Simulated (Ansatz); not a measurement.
Run on Cs (fcc type): DFT, PBE, all-electron LAPW, scalar-relativistic (Ansatz 0.2.0). This run: fcc relaxed under pressure.

The cell comes from a relaxation on PAW files under the same functional, begun from a prototype that needn't be the stable phase.

Command: `ansatz run input.yaml --threads 1 --pin off --max-ram 3584MiB --backend cpu --events-out ev --progress --plain --runs-dir out` It took 1.5 s on 1 thread of AMD EPYC 9R45 96-Core Processor (Zen 5) (shared host), peak memory 0.28 GiB.

```yaml
crystal:
  lattice:
    - [0.0, 3.7166484849, 3.7166484849]
    - [3.7166484849, 0.0, 3.7166484849]
    - [3.7166484849, 3.7166484849, 0.0]
  atoms:
    - { symbol: Cs, position: [0.0, 0.0, 0.0] }
kpoints:
  mp_grid: { grid: [9, 9, 9] }
scf:
  occupations: { method: fermi_dirac, width: 0.05 }
hamiltonian:
  xc: pbe
  pseudopotentials: { kind: all_electron, lapw: { basis_error: 0.0005 } }
output:
  forces: true
  stress: true
  eigenvalues: true
relax:
  f_tol: 0.005
  max_steps: 12
  cell: { p_target: 0.31, stress_tol: 0.03 }
```

Output:

```
The last accepted step is kept in <dir> (removed where the run ends without a failure and the disk answers)
LAPW: plane waves up to 3.795 Å⁻¹, error target 5.0e-4 eV per atom; small_component_spin mean_spin; Cs in spheres of 2.549 Å, 19 of its electrons in bands, Dirac shells [] (how accurate: hamiltonian.pseudopotentials.lapw.basis_error, Limitations)
Engine: ansatz 0.2.0
Pseudopotentials: kind: all_electron
Pseudopotential: Cs, LAPW, valence charge 19, lapw/all_electron/scalar/gaussian/Cs, Koelling and Harmon's equation, gaussian nucleus
Functional definition: PBE
  parameter kappa = 0.804
  parameter beta = 0.06672455060314922
  exchange = pbe_x(kappa = kappa, mu = beta*pi^2/3)
  correlation = pbe_c(beta = beta)
Crystal: 1 atoms, lattice volume = 102.680 Å³
Basis set: ecut = 54.86517562021258 eV, 113 PW (Γ), exchange–correlation at level 2
Bands: 14, of which v1, the nominal top of the filled ones, is band 10 counted from 1 (9 counted from 0)
Symmetry: 48 space group operations
Space group: Fm-3m (ITA 225), of the structure as read, at distance tolerance 4.7e-5 Å
k-points: 35 of 729
Non-local potential: Cs, projectors of the file, none
Initial density: superposition of atomic densities (chi_scale 0.1, normalization cell)
Initial wavefunctions: plane waves of lowest kinetic energy (no species holds an atomic orbital)
Functional: x = pbe(κ = 0.804, μ = 0.2195149727645171), c = pbe(β = 0.06672455060314922)
iter 1 solved again at ethr=1.14e-5 eV; its pass at ethr=1.00e-1 eV (dr2=2.17e-3 eV) is discarded
SCF iter   1: F=—  HF=-211885.544620 eV  |F-HF|=—  |Δ(HF+E_count)|=         —  Δρ=8.81e-4  dr2=2.17e-3  ethr=1.14e-5  ⟨swp⟩=5.3  Hψ=3498  notcnv=0
preconditioner: auto → Kerker (q_TF=auto, 2.060 Å⁻¹)  [metal: Δε(μ)=0.041 eV  Ē_g=2.769 eV  σ=0.050 eV  W_gap=0.20  n_scr=14 (ndim 8)  ℏωp=3.7 eV  f_vac=0.021  D(μ)=1.08/eV (n_scr^D=0)]
SCF iter   2: F=—  HF=-211885.543894 eV  |F-HF|=—  |Δ(HF+E_count)|=   7.26e-4  Δρ=6.54e-4  dr2=1.35e-3  ethr=1.14e-5  ⟨swp⟩=2.0  Hψ=1606  notcnv=0
SCF iter   3: F=—  HF=-211885.544415 eV  |F-HF|=—  |Δ(HF+E_count)|=   5.21e-4  Δρ=4.11e-4  dr2=6.28e-4  ethr=7.11e-6  ⟨swp⟩=2.0  Hψ=1606  notcnv=0
SCF iter   4: F=—  HF=-211885.544663 eV  |F-HF|=—  |Δ(HF+E_count)|=   2.49e-4  Δρ=2.22e-4  dr2=2.07e-4  ethr=3.31e-6  ⟨swp⟩=2.1  Hψ=1610  notcnv=0
SCF iter   5: F=—  HF=-211885.544753 eV  |F-HF|=—  |Δ(HF+E_count)|=   8.92e-5  Δρ=7.52e-5  dr2=2.16e-5  ethr=1.09e-6  ⟨swp⟩=2.9  Hψ=1637  notcnv=0
iter 6 solved again at ethr=9.18e-9 eV; its pass at ethr=1.14e-7 eV (dr2=1.74e-6 eV) is discarded
SCF iter   6: F=—  HF=-211885.544757 eV  |F-HF|=—  |Δ(HF+E_count)|=   4.16e-6  Δρ=3.01e-5  dr2=1.74e-6  ethr=9.18e-9  ⟨swp⟩=2.0  Hψ=2612  notcnv=0
SCF iter   7: F=—  HF=-211885.544759 eV  |F-HF|=—  |Δ(HF+E_count)|=   2.15e-6  Δρ=7.06e-6  dr2=1.16e-7  ethr=9.18e-9  ⟨swp⟩=2.9  Hψ=1637  notcnv=0
SCF iter   8: F=-211885.544759 eV  HF=-211885.544759 eV  |F-HF|=1.15e-8  |Δ(HF+E_count)|=   1.62e-7  Δρ=2.68e-6  dr2=2.03e-8  ethr=6.09e-10  ⟨swp⟩=2.9  Hψ=1637  notcnv=0
SCF 1 converged in 8 iterations: F = -211885.544759 eV  dr2 = 2.03e-8
relax step   1: F+E_penalty+E_count = -211885.54475904 eV  Δ(F+E_penalty+E_count) = +0.000e0 eV  max|allowed force component| = 0.000e0 eV/Å  Δτ_max = 0.0000 Å  P = +0.315 GPa  Ω = 102.680 Å³  (8 SCF iters, accepted)
Initial density: handed on by an earlier stage of this run
Initial wavefunctions: those handed on with the density
iter 1 solved again at ethr=7.40e-11 eV; its pass at ethr=1.00e-1 eV (dr2=1.41e-8 eV) is discarded
SCF iter   1: F=—  HF=-211885.544758 eV  |F-HF|=—  |Δ(HF+E_count)|=         —  Δρ=2.07e-6  dr2=1.31e-8  ethr=7.40e-11  ⟨swp⟩=10.2  Hψ=3789  notcnv=0  reapply=4
preconditioner: auto → Kerker (q_TF=auto, 2.060 Å⁻¹)  [metal: Δε(μ)=0.045 eV  Ē_g=2.766 eV  σ=0.050 eV  W_gap=0.22  n_scr=14 (ndim 8)  ℏωp=3.7 eV  f_vac=0.000  D(μ)=1.08/eV (n_scr^D=0)]
SCF iter   2: F=-211885.544759 eV  HF=-211885.544759 eV  |F-HF|=7.54e-9  |Δ(HF+E_count)|=   5.79e-7  Δρ=1.69e-6  dr2=9.18e-9  ethr=6.92e-11  ⟨swp⟩=3.0  Hψ=1725  notcnv=0
SCF 2 converged in 2 iterations: F = -211885.544759 eV  dr2 = 9.18e-9
relax step   2: F+E_penalty+E_count = -211885.54475904 eV  Δ(F+E_penalty+E_count) = -1.397e-9 eV  max|allowed force component| = 0.000e0 eV/Å  Δτ_max = 0.0000 Å  P = +0.315 GPa  Ω = 102.680 Å³  stress off target by 4.82e-3 GPa  SCF on the basis re-selected at this cell (its energy is not comparable with the rows above)  (2 SCF iters)
basis re-selected at this cell: Δ(F+E_penalty+E_count) = -1.397e-9 eV, ΔP = -0.000 GPa vs the last step (what re-selecting the basis moved, after the strain that the cell walked since its last selection, with what the two solves' SCF thresholds leave and, on support functions, any second-order correction that the steps lacked; it is no measure of the basis error at this ecutwfc). This SCF's stress stands 4.82e-3 GPa from its target on what of the cell is left free (relax.cell.stress_tol is 3.00e-2 GPa) and its largest allowed force component is 0.00e0 eV/Å (relax.f_tol is 5.00e-3 eV/Å): within both
SCF converged after 2 iterations
Free energy (F): -211885.544759 eV
Harris-Foulkes:  -211885.544759 eV  (|F-HF|=7.54e-9)
Internal energy: -211885.535583 eV  (E = F + TS)
E sigma→0 (E₀):  -211885.540171 eV
Entropy (-TS):   -0.009176 eV (-9.176 meV/atom)
Fermi energy:    3.986888 eV
--- Per-component energies (eV) ---
  E_band       = -749.091500
  E_kinetic    = 225251.531201
  E_xc         = -5239.988026
  E_electrostatic = -431897.078758  (all electrons and nuclei)
  E_smearing   = -0.009176  (= −TS)
  E_closure    = 0.000000  (closes the sum)
  E_atoms      = -211884.713165  (free atoms, spherical and without spin; not in F)
  Σ components = -211885.544759   (vs F -211885.544759, Δ=0.00e0)
  Basis errors (estimates in eV, not in F): energy 1.1e-4 per atom: plane waves 1.0e-4 (5.6e-5 summed), levels above the bands 3.6e-32, relativity 5.8e-9, radial functions 2.6e-6, core shells 8.6e-9; eigenvalues (radial functions only) 1.1e-6; not estimated: angular momenta, meshes, grids; target (lapw.basis_error) 5.0e-4; muffin-tin radii Cs 2.549 Å
--- Forces (eV/Å), atoms counted from 1 ---
  atom   1  Cs     0.00000000    -0.00000000    -0.00000000
  max |Σ_I F_I| component: 1.95e-32 eV/Å
--- Stress (GPa, compression-positive) ---
        0.314816       0.000000       0.000000
        0.000000       0.314816      -0.000000
        0.000000      -0.000000       0.314816
  P = ⅓ Tr σ = 0.3148 GPa (3.148 kbar)
--- Band table (eV; the first three rows and the last of 35) ---
  k-point 0: bands = ["-67.2946", "-67.2946", "-67.2946", "-67.2946", "-67.2946", "-19.8340", "-6.5593", "-6.5593", "-6.5593", "2.1666", "6.4675", "6.4675", "6.4675", "7.6714"]
  k-point 1: bands = ["-67.2946", "-67.2946", "-67.2946", "-67.2946", "-67.2946", "-19.8328", "-6.5837", "-6.5624", "-6.5624", "2.3112", "6.2069", "6.5312", "6.5312", "7.5450"]
  k-point 2: bands = ["-67.2946", "-67.2946", "-67.2946", "-67.2946", "-67.2946", "-19.8297", "-6.6441", "-6.5703", "-6.5703", "2.7141", "5.7238", "6.5809", "6.5809", "7.4995"]
  k-point 34: bands = ["-67.2946", "-67.2946", "-67.2946", "-67.2946", "-67.2946", "-19.8203", "-6.7018", "-6.6766", "-6.6280", "4.6110", "5.1754", "5.1848", "6.4012", "8.3441"]
--- Relaxed structure (1 steps of the walk, 1 accepted, 1 SCFs on fresh bases) ---
  F+E_penalty+E_count = -211885.54475904 eV   max|allowed force component| = 0.000e0 eV/Å   (the final SCF, on the basis selected at the relaxed cell)
  cell:  # Å, volume = 102.6797 Å³
    - [0.0, 3.7166484849, 3.7166484849]
    - [3.7166484849, 0.0, 3.7166484849]
    - [3.7166484849, 3.7166484849, 0.0]
  atoms:
    - { symbol: Cs, position: [0.0, 0.0, 0.0] }
```

Next run (bcc relaxed under pressure), as changes to the input before:

```diff
   lattice:
-    - [0.0, 3.7166484849, 3.7166484849]
-    - [3.7166484849, 0.0, 3.7166484849]
-    - [3.7166484849, 3.7166484849, 0.0]
+    - [-2.9499058574, 2.9499058574, 2.9499058574]
+    - [2.9499058574, -2.9499058574, 2.9499058574]
+    - [2.9499058574, 2.9499058574, -2.9499058574]
   atoms:
```

Results part of the output:

```
basis re-selected at this cell: Δ(F+E_penalty+E_count) = -5.297e-9 eV, ΔP = -0.000 GPa vs the last step (what re-selecting the basis moved, after the strain that the cell walked since its last selection, with what the two solves' SCF thresholds leave and, on support functions, any second-order correction that the steps lacked; it is no measure of the basis error at this ecutwfc). This SCF's stress stands 6.59e-3 GPa from its target on what of the cell is left free (relax.cell.stress_tol is 3.00e-2 GPa) and its largest allowed force component is 0.00e0 eV/Å (relax.f_tol is 5.00e-3 eV/Å): within both
SCF converged after 2 iterations
Free energy (F): -211885.544679 eV
Harris-Foulkes:  -211885.544679 eV  (|F-HF|=2.56e-8)
Internal energy: -211885.534607 eV  (E = F + TS)
E sigma→0 (E₀):  -211885.539643 eV
Entropy (-TS):   -0.010072 eV (-10.072 meV/atom)
Fermi energy:    3.960921 eV
--- Per-component energies (eV) ---
  E_band       = -749.153561
  E_kinetic    = 225251.526433
  E_xc         = -5239.987771
  E_electrostatic = -431897.073270  (all electrons and nuclei)
  E_smearing   = -0.010072  (= −TS)
  E_closure    = 0.000000  (closes the sum)
  E_atoms      = -211884.713165  (free atoms, spherical and without spin; not in F)
  Σ components = -211885.544679   (vs F -211885.544679, Δ=0.00e0)
  Basis errors (estimates in eV, not in F): energy 1.2e-4 per atom: plane waves 1.2e-4 (6.4e-5 summed), levels above the bands 2.3e-31, relativity 6.7e-9, radial functions 3.4e-6, core shells 2.1e-8; eigenvalues (radial functions only) 5.4e-7; not estimated: angular momenta, meshes, grids; target (lapw.basis_error) 5.0e-4; muffin-tin radii Cs 2.478 Å
--- Forces (eV/Å), atoms counted from 1 ---
  atom   1  Cs    -0.00000000    -0.00000000     0.00000000
  max |Σ_I F_I| component: 5.14e-32 eV/Å
--- Stress (GPa, compression-positive) ---
        0.316588      -0.000000      -0.000000
       -0.000000       0.316588      -0.000000
       -0.000000      -0.000000       0.316588
  P = ⅓ Tr σ = 0.3166 GPa (3.166 kbar)
--- Band table (eV; the first three rows and the last of 35) ---
  k-point 0: bands = ["-67.2981", "-67.2981", "-67.2981", "-67.2980", "-67.2980", "-19.8385", "-6.5617", "-6.5617", "-6.5617", "2.1664", "6.5180", "6.5180", "6.5180", "7.4607"]
  k-point 1: bands = ["-67.2981", "-67.2981", "-67.2981", "-67.2980", "-67.2980", "-19.8371", "-6.5864", "-6.5695", "-6.5618", "2.3193", "6.3566", "6.3646", "6.6710", "7.2437"]
  k-point 2: bands = ["-67.2981", "-67.2981", "-67.2981", "-67.2980", "-67.2980", "-19.8337", "-6.6473", "-6.5890", "-6.5621", "2.7449", "5.8509", "6.0367", "7.1212", "7.2573"]
  k-point 34: bands = ["-67.2981", "-67.2981", "-67.2981", "-67.2980", "-67.2980", "-19.8186", "-6.7025", "-6.6982", "-6.6982", "4.5110", "4.5495", "7.0275", "7.0883", "7.0883"]
--- Relaxed structure (1 steps of the walk, 1 accepted, 1 SCFs on fresh bases) ---
  F+E_penalty+E_count = -211885.54467926 eV   max|allowed force component| = 0.000e0 eV/Å   (the final SCF, on the basis selected at the relaxed cell)
  cell:  # Å, volume = 102.6797 Å³
    - [-2.9499058574, 2.9499058574, 2.9499058574]
    - [2.9499058574, -2.9499058574, 2.9499058574]
    - [2.9499058574, 2.9499058574, -2.9499058574]
  atoms:
    - { symbol: Cs, position: [0.0, 0.0, 0.0] }
```

Next run (hcp relaxed under pressure), as changes to the input before:

```diff
   lattice:
-    - [-2.9499058574, 2.9499058574, 2.9499058574]
-    - [2.9499058574, -2.9499058574, 2.9499058574]
-    - [2.9499058574, 2.9499058574, -2.9499058574]
+    - [5.2529743025, 0.0, 0.0]
+    - [-2.6264871512, 4.5492091914, 0.0]
+    - [0.0, 0.0, 8.6379218797]
   atoms:
-    - { symbol: Cs, position: [0.0, 0.0, 0.0] }
+    - { symbol: Cs, position: [0.3333333333, 0.6666666667, 0.25] }
+    - { symbol: Cs, position: [0.6666666667, 0.3333333333, 0.75] }
 kpoints:
-  mp_grid: { grid: [9, 9, 9] }
+  mp_grid: { grid: [9, 9, 5] }
 scf:
```

Results part of the output:

```
basis re-selected at this cell: Δ(F+E_penalty+E_count) = -1.455e-9 eV, ΔP = -0.000 GPa vs the last step (what re-selecting the basis moved, after the strain that the cell walked since its last selection, with what the two solves' SCF thresholds leave and, on support functions, any second-order correction that the steps lacked; it is no measure of the basis error at this ecutwfc). This SCF's stress stands 4.14e-3 GPa from its target on what of the cell is left free (relax.cell.stress_tol is 3.00e-2 GPa) and its largest allowed force component is 2.89e-18 eV/Å (relax.f_tol is 5.00e-3 eV/Å): within both
SCF converged after 2 iterations
Free energy (F): -423771.091330 eV
Harris-Foulkes:  -423771.091330 eV  (|F-HF|=1.40e-8)
Internal energy: -423771.073673 eV  (E = F + TS)
E sigma→0 (E₀):  -423771.082502 eV
Entropy (-TS):   -0.017658 eV (-8.829 meV/atom)
Fermi energy:    3.939725 eV
--- Per-component energies (eV) ---
  E_band       = -1499.397515
  E_kinetic    = 450503.042445
  E_xc         = -10479.959891
  E_electrostatic = -863794.156227  (all electrons and nuclei)
  E_smearing   = -0.017658  (= −TS)
  E_closure    = 0.000000  (closes the sum)
  E_atoms      = -423769.426330  (free atoms, spherical and without spin; not in F)
  Σ components = -423771.091330   (vs F -423771.091330, Δ=0.00e0)
  Basis errors (estimates in eV, not in F): energy 1.1e-4 per atom: plane waves 1.1e-4 (5.7e-5 summed), levels above the bands 1.2e-14, relativity 6.1e-9, radial functions 3.6e-6, core shells 8.7e-9; eigenvalues (radial functions only) 3.1e-7; not estimated: angular momenta, meshes, grids; target (lapw.basis_error) 5.0e-4; muffin-tin radii Cs 2.548 Å
--- Forces (eV/Å), atoms counted from 1 ---
  atom   1  Cs     0.00000000     0.00000000    -0.00000000
  atom   2  Cs    -0.00000000    -0.00000000     0.00000000
  max |Σ_I F_I| component: 5.78e-19 eV/Å
--- Stress (GPa, compression-positive) ---
        0.305855       0.000000      -0.000000
        0.000000       0.305855      -0.000000
       -0.000000      -0.000000       0.308085
  P = ⅓ Tr σ = 0.3066 GPa (3.066 kbar)
--- Band table (eV; the first three rows and the last of 36) ---
  k-point 0: bands = ["-67.3272", "-67.3272", "-67.3272", "-67.3272", "-67.3267", "-67.3267", "-67.3267", "-67.3267", "-67.3265", "-67.3265", "-19.8659", "-19.8560", "-6.7865", "-6.6171", "-6.6171", "-6.5934", "-6.5919", "-6.5919", "2.1407", "3.8479", "4.7858", "6.3683", "6.3747"]
  k-point 1: bands = ["-67.3272", "-67.3272", "-67.3272", "-67.3272", "-67.3267", "-67.3267", "-67.3267", "-67.3267", "-67.3265", "-67.3265", "-19.8650", "-19.8570", "-6.7688", "-6.6147", "-6.6147", "-6.6126", "-6.5943", "-6.5943", "2.2564", "3.5737", "4.9798", "6.1951", "6.3463"]
  k-point 2: bands = ["-67.3272", "-67.3272", "-67.3272", "-67.3272", "-67.3267", "-67.3267", "-67.3267", "-67.3267", "-67.3265", "-67.3265", "-19.8625", "-19.8594", "-6.7218", "-6.6622", "-6.6084", "-6.6084", "-6.6006", "-6.6006", "2.5839", "3.0626", "5.3539", "5.7921", "6.3494"]
  k-point 35: bands = ["-67.3272", "-67.3272", "-67.3272", "-67.3272", "-67.3267", "-67.3267", "-67.3267", "-67.3267", "-67.3265", "-67.3265", "-19.8531", "-19.8531", "-6.7452", "-6.7452", "-6.7194", "-6.7018", "-6.6315", "-6.6315", "4.6843", "4.7503", "4.7672", "4.7672", "5.1630"]
--- Relaxed structure (1 steps of the walk, 1 accepted, 1 SCFs on fresh bases) ---
  F+E_penalty+E_count = -423771.09133038 eV   max|allowed force component| = 2.891e-18 eV/Å   (the final SCF, on the basis selected at the relaxed cell)
  cell:  # Å, volume = 206.4194 Å³
    - [5.25297430250471, -2.8867497460551388e-11, 0.0]
    - [-2.626487151227355, 4.549209191410355, 0.0]
    - [0.0, 0.0, 8.6379218797]
  atoms:
    - { symbol: Cs, position: [0.3333333333333333, 0.6666666666666666, 0.24999999999999997] }
    - { symbol: Cs, position: [0.6666666666666665, 0.3333333333333333, 0.7499999999999999] }
```

Next run (beta tin relaxed under pressure), as changes to the input before:

```diff
   lattice:
-    - [5.2529743025, 0.0, 0.0]
-    - [-2.6264871512, 4.5492091914, 0.0]
-    - [0.0, 0.0, 8.6379218797]
+    - [-4.6076946745, 4.6076946745, 2.5133366645]
+    - [4.6076946745, -4.6076946745, 2.5133366645]
+    - [4.6076946745, 4.6076946745, -2.5133366645]
   atoms:
-    - { symbol: Cs, position: [0.3333333333, 0.6666666667, 0.25] }
-    - { symbol: Cs, position: [0.6666666667, 0.3333333333, 0.75] }
+    - { symbol: Cs, position: [-0.375, -0.125, -0.25] }
+    - { symbol: Cs, position: [0.375, 0.125, 0.25] }
 kpoints:
-  mp_grid: { grid: [9, 9, 5] }
+  mp_grid: { grid: [9, 9, 9] }
 scf:
```

Results part of the output:

```
basis re-selected at this cell: Δ(F+E_penalty+E_count) = -2.328e-9 eV, ΔP = +0.000 GPa vs the last step (what re-selecting the basis moved, after the strain that the cell walked since its last selection, with what the two solves' SCF thresholds leave and, on support functions, any second-order correction that the steps lacked; it is no measure of the basis error at this ecutwfc). This SCF's stress stands 8.12e-3 GPa from its target on what of the cell is left free (relax.cell.stress_tol is 3.00e-2 GPa) and its largest allowed force component is 1.08e-19 eV/Å (relax.f_tol is 5.00e-3 eV/Å): within both
SCF converged after 2 iterations
Free energy (F): -423770.970885 eV
Harris-Foulkes:  -423770.970885 eV  (|F-HF|=1.17e-8)
Internal energy: -423770.950874 eV  (E = F + TS)
E sigma→0 (E₀):  -423770.960879 eV
Entropy (-TS):   -0.020010 eV (-10.005 meV/atom)
Fermi energy:    3.755217 eV
--- Per-component energies (eV) ---
  E_band       = -1510.758006
  E_kinetic    = 450502.986838
  E_xc         = -10479.878255
  E_electrostatic = -863794.059457  (all electrons and nuclei)
  E_smearing   = -0.020010  (= −TS)
  E_closure    = 0.000000  (closes the sum)
  E_atoms      = -423769.426330  (free atoms, spherical and without spin; not in F)
  Σ components = -423770.970885   (vs F -423770.970885, Δ=0.00e0)
  Basis errors (estimates in eV, not in F): energy 1.6e-4 per atom: plane waves 1.5e-4 (8.2e-5 summed), levels above the bands 1.9e-18, relativity 4.9e-9, radial functions 1.2e-5, core shells 1.7e-7; eigenvalues (radial functions only) 9.5e-8; not estimated: angular momenta, meshes, grids; target (lapw.basis_error) 5.0e-4; muffin-tin radii Cs 2.316 Å
--- Forces (eV/Å), atoms counted from 1 ---
  atom   1  Cs    -0.00000000     0.00000000     0.00000000
  atom   2  Cs    -0.00000000     0.00000000     0.00000000
  max |Σ_I F_I| component: 4.34e-19 eV/Å
--- Stress (GPa, compression-positive) ---
        0.311699       0.000000       0.000000
        0.000000       0.311699      -0.000000
        0.000000      -0.000000       0.301878
  P = ⅓ Tr σ = 0.3084 GPa (3.084 kbar)
--- Band table (eV; the first three rows and the last of 75) ---
  k-point 0: bands = ["-67.6339", "-67.6339", "-67.6339", "-67.6339", "-67.6330", "-67.6330", "-67.6330", "-67.6330", "-67.6327", "-67.6327", "-20.1785", "-20.1532", "-7.0928", "-7.0928", "-6.8966", "-6.8936", "-6.8828", "-6.8828", "1.9989", "4.0408", "4.9246", "5.3203", "5.7376"]
  k-point 1: bands = ["-67.6339", "-67.6339", "-67.6339", "-67.6339", "-67.6330", "-67.6330", "-67.6330", "-67.6330", "-67.6327", "-67.6327", "-20.1778", "-20.1540", "-7.0877", "-7.0875", "-6.9068", "-6.8929", "-6.8905", "-6.8791", "2.0612", "4.0533", "4.8414", "5.3333", "5.6806"]
  k-point 2: bands = ["-67.6339", "-67.6339", "-67.6339", "-67.6339", "-67.6330", "-67.6330", "-67.6330", "-67.6330", "-67.6327", "-67.6327", "-20.1756", "-20.1562", "-7.0724", "-7.0722", "-6.9280", "-6.9120", "-6.8908", "-6.8764", "2.2436", "4.0005", "4.7442", "5.3763", "5.5561"]
  k-point 74: bands = ["-67.6339", "-67.6339", "-67.6339", "-67.6339", "-67.6330", "-67.6330", "-67.6330", "-67.6330", "-67.6327", "-67.6327", "-20.1661", "-20.1654", "-7.1289", "-7.1233", "-6.8989", "-6.8959", "-6.8633", "-6.8594", "3.4884", "3.6471", "4.3367", "4.4624", "5.7179"]
--- Relaxed structure (1 steps of the walk, 1 accepted, 1 SCFs on fresh bases) ---
  F+E_penalty+E_count = -423770.97088462 eV   max|allowed force component| = 1.084e-19 eV/Å   (the final SCF, on the basis selected at the relaxed cell)
  cell:  # Å, volume = 213.4411 Å³
    - [-4.6076946745, 4.6076946745, 2.5133366645]
    - [4.6076946745, -4.6076946745, 2.5133366645]
    - [4.6076946745, 4.6076946745, -2.5133366645]
  atoms:
    - { symbol: Cs, position: [-0.37500000000000006, -0.12499999999999997, -0.25000000000000006] }
    - { symbol: Cs, position: [0.37500000000000006, 0.12499999999999997, 0.25000000000000006] }
```

Spin–orbit coupling is left out, which matters for the heavy atoms.
